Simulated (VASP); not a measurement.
A run of VASP 6.6.1 is set up as follows.

File INCAR:

```
PREC = Accurate
ENCUT = 520
EDIFF = 1E-7
ISMEAR = 0
SIGMA = 0.012
LREAL = False
LASPH = True
NELM = 80
ALGO = Normal
ISIF = 2
LWAVE = False
LCHARG = False
GGA = PE
```

Contents of KPOINTS:

```
Automatic mesh
0
Gamma
  12 12 12
```

File POSCAR:

```
Si2W
1.0
   -1.6069000000      1.6069000000      3.9149500000
    1.6069000000     -1.6069000000      3.9149500000
    1.6069000000      1.6069000000     -3.9149500000
W Si
1 2
Direct
    0.0000000000      0.0000000000      0.0000000000
    0.6653000000      0.6653000000      0.0000000000
    0.3347000000      0.3347000000      0.0000000000
```

Potentials or basis: VASP PAW PBE potentials, release 64 (W_sv, Si).

Run with:

```console
$ cat potpaw_PBE.64/W_sv/POTCAR potpaw_PBE.64/Si/POTCAR > POTCAR
$ mpirun -np 1 vasp_std > vasp.out
```

Task: What does it give for the pressure?

Result: 3.4 GPa.

Task: What does it give for the largest force?

Result: 0.084 eV/Å.

Forces on the atoms (eV/Å):
```
W    0.000  0.000  0.000
Si   0.000  0.000  0.084
Si   0.000  0.000 -0.084
```

The run has no spin-orbit coupling, so splittings on W are missing.
